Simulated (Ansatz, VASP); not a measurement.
# Nb (Nb(100)) in two plane-wave programs, part 2 of 2

One calculation is typed for both programs; each brings its own data sets and cutoff. How far apart do they land?

VASP 6.6.1 and Ansatz 0.2.0.

So far: The starting structure; Ansatz: single point, PBE; VASP: single point, PBE.

## Step 3: VASP: single point, PBE (continued)

Level of this step: PBE; plane waves and PAW (Nb_pv) (VASP).

Numbers of over 12 decimals in the logs are rounded to 6 here.

OUTCAR, selected parts (step 3):

```text
ion  position               nearest neighbor table
   1  0.000  0.000  0.271-   2 2.77   2 2.77   2 2.77   2 2.77   3 3.11
   2  0.500  0.500  0.323-   1 2.77   1 2.77   1 2.77   1 2.77   3 2.87   3 2.87   3 2.87   3 2.87
                             4 3.38
   3  0.000  0.000  0.381-   2 2.87   2 2.87   2 2.87   2 2.87   4 2.92   4 2.92   4 2.92   4 2.92
                             1 3.11   5 3.37
   4  0.500  0.500  0.442-   5 2.86   5 2.86   5 2.86   5 2.86   3 2.92   3 2.92   3 2.92   3 2.92
                             6 3.27   2 3.38
   5  0.000  0.000  0.500-   4 2.86   6 2.86   4 2.86   6 2.86   4 2.86   6 2.86   4 2.86   6 2.86
                             3 3.37   7 3.37
   6  0.500  0.500  0.558-   5 2.86   5 2.86   5 2.86   5 2.86   7 2.92   7 2.92   7 2.92   7 2.92
                             4 3.27   8 3.38
   7  0.000  0.000  0.619-   8 2.87   8 2.87   8 2.87   8 2.87   6 2.92   6 2.92   6 2.92   6 2.92
                             9 3.11   5 3.37
   8  0.500  0.500  0.677-   9 2.77   9 2.77   9 2.77   9 2.77   7 2.87   7 2.87   7 2.87   7 2.87
                             6 3.38
   9  0.000  0.000  0.729-   8 2.77   8 2.77   8 2.77   8 2.77   7 3.11

  LATTYP: Found a simple tetragonal cell.
 ALAT       =     3.3208006326
 C/A-ratio  =     8.5169829988

 Subroutine GETGRP returns: Found 16 space group operations
 (whereof 16 operations were pure point group operations)

The static configuration has the point symmetry D_4h.

 Found     15 irreducible k-points:

   k-points           NKPTS =     15   k-points in BZ     NKDIM =     15   number of bands    NBANDS=     61

   dimension x,y,z NGX =    16 NGY =   16 NGZ =  126
   dimension x,y,z NGXF=    32 NGYF=   32 NGZF=  252

   ENCUT  =  320.0 eV  23.52 Ry    4.85 a.u.   4.84  4.84 41.25*2*pi/ulx,y,z

   NELECT =      99.0000    total number of electrons

 k-points in reciprocal lattice and weights: Automatic mesh
   0.00000000  0.00000000  0.00000000       0.012
   0.11111111  0.00000000  0.00000000       0.049
   0.22222222  0.00000000  0.00000000       0.049
   0.33333333  0.00000000  0.00000000       0.049
   0.44444444  0.00000000  0.00000000       0.049
   0.11111111  0.11111111  0.00000000       0.049
   0.22222222  0.11111111  0.00000000       0.099
   0.33333333  0.11111111  0.00000000       0.099
   0.44444444  0.11111111  0.00000000       0.099
[...]
0.44444444  0.33333333  0.00000000       0.099
   0.44444444  0.44444444  0.00000000       0.049

 dipolmoment           0.000000      0.000000     -0.000000 electrons x Angstroem

 average (electrostatic) potential at core
       1 -39.7643       2 -39.0111       3 -39.1987       4 -39.0630       5 -38.8968
       6 -39.0630       7 -39.1987       8 -39.0111       9 -39.7643

 E-fermi :   1.0634

 k-point     1 :       0.0000    0.0000    0.0000
  band No.  band energies     occupation
    ...
     38      -1.5503      2.00000
     39      -1.3064      2.00000
     40      -1.0775      2.00000
     41      -0.1171      2.00000
     42       1.0203      1.46508
     43       1.1736      0.05734
     44       1.1810      0.02835
     45       1.2155     -0.05310
     46       1.2661     -0.06679
     47       1.2661     -0.06679
    ...

 k-point     2 :       0.1111    0.0000    0.0000
  band No.  band energies     occupation
    ...
     44       0.7749      2.02033
     45       0.8795      2.07092
     46       0.9805      1.79541
     47       1.0076      1.58376
     48       1.0623      1.01212
     49       1.2151     -0.05254
     50       1.2828     -0.05854
     51       1.3108     -0.04159
     52       1.4683     -0.00091
     53       1.7526     -0.00000
    ...

 k-point     3 :       0.2222    0.0000    0.0000
  band No.  band energies     occupation
    ...
     46       0.4991      2.00000
     47       0.6365      2.00043
     48       0.8520      2.06284
     49       0.9125      2.05141
     50       1.0211      1.45678
     51       1.1893      0.00114
     52       1.3662     -0.01505
     53       1.7293     -0.00000
     54       1.9458     -0.00000
     55       2.3354     -0.00000
    ...

  Total       -2.2604666     -2.2604666     -0.8091513      0.0000000      0.0000000      0.0000000
  in kB      -11.6116648    -11.6116648     -4.1564844      0.0000000      0.0000000      0.0000000
  external PRESSURE =      -9.1266046 kB  Pullay stress =       0.0000000 kB

  energy-cutoff  :      320.00
  volume of cell :      311.90
      direct lattice vectors                 reciprocal lattice vectors
     3.320800633  0.000000000  0.000000000     0.301132200  0.000000000  0.000000000
     0.000000000  3.320800633  0.000000000     0.000000000  0.301132200  0.000000000
     0.000000000  0.000000000 28.283202530     0.000000000  0.000000000  0.035356675

 POSITION                                       TOTAL-FORCE (eV/Angst)
 -----------------------------------------------------------------------------------
      0.00000      0.00000      7.65569        -0.000000      0.000000      0.011167
      1.66040      1.66040      9.12283        -0.000000     -0.000000      0.012202
      0.00000      0.00000     10.76925        -0.000000     -0.000000      0.004873
      1.66040      1.66040     12.50601        -0.000000     -0.000000      0.008249
      0.00000      0.00000     14.14160        -0.000000     -0.000000      0.000000
      1.66040      1.66040     15.77719        -0.000000     -0.000000     -0.008249
      0.00000      0.00000     17.51396        -0.000000     -0.000000     -0.004873
      1.66040      1.66040     19.16037         0.000000      0.000000     -0.012202
      0.00000      0.00000     20.62751         0.000000      0.000000     -0.011167
 -----------------------------------------------------------------------------------
    total drift:                                0.000000     -0.000000     -0.000000

  FREE ENERGIE OF THE ION-ELECTRON SYSTEM (eV)
  ---------------------------------------------------
  free  energy   TOTEN  =       -87.6535822504 eV

  energy  without entropy=      -87.6640932735  energy(sigma->0) =      -87.65708592

 vacuum level on the upper side and lower side of the slab         4.635         4.635

 total charge
# of ion       s       p       d       tot
------------------------------------------
    1        0.421   6.175   3.011   9.607
    2        0.442   6.313   3.164   9.919
    3        0.412   6.309   3.039   9.760
    4        0.415   6.290   3.066   9.771
    5        0.425   6.283   3.131   9.839
    6        0.415   6.290   3.066   9.771
    7        0.412   6.309   3.039   9.760
    8        0.442   6.313   3.164   9.919
    9        0.421   6.175   3.011   9.607
--------------------------------------------------
tot          3.804  56.457  27.691  87.952

[... 3 further parts left out ...]
```

This run has no spin polarisation. Its electron count is odd, so without a moment it is a metal by construction.

## Step 4: Differences

Known differences besides the PAW data sets themselves: the data sets hold 117 valence electrons in Ansatz (default PAW (the set named soft_2) files) and 99 in VASP; the cutoff is 420 eV in Ansatz and 320 eV in VASP (PREC = Normal). Total energies have different zeros and are not compared.

Both answers:

| quantity | Ansatz | VASP | difference |
| --- | --- | --- | --- |
| work function, lower of the two faces (eV) | 3.57 | 3.57 | 0.00 |
| work function, higher of the two faces (eV) | 3.57 | 3.57 | 0.00 |

At this near-relaxed geometry the largest component of a force difference is 162 meV/Å.

## Step 5: Looking for the cause

The difference is large enough to ask for its cause, so further runs change the set-up of one program at a time, as the table lists.

| run | r.m.s. force difference (meV/Å) |
| --- | --- |
| as above | 47 |
| Ansatz's larger PAW set (cutoff 770 eV) | 47 |
| norm-conserving potentials (cutoff 1116 eV) | 46 |

## Step 6: What came out

```json
{
 "r.m.s. force difference (single point, PBE)": "47 meV/Å"
}
```

**Reading.** The r.m.s. force difference is 47 meV/Å (single point, PBE), beyond the 12 meV/Å picked in this series as the mark of a large difference. For single point, PBE: no further run halves the r.m.s. force difference; only Ansatz's side was varied, and Ansatz's runs with other potentials lie closer to each other than to VASP, which for this quantity points to VASP's side; this was not tested here. How closely two codes agree says nothing of how well the functional describes the real material.

[Lines on the potential files, build, host, timing and source positions are cut from VASP's logs without a mark.]

[Logs are printed without paths, hosts, clocks, repeated set-up lines and the standing remarks that a program may print on its own settings, such as how far it seeks lower states.]

[Hosts, paths, dates, database ids (printed as entryN), source tags and the programs' standing remarks are cut or masked in the printed files.]
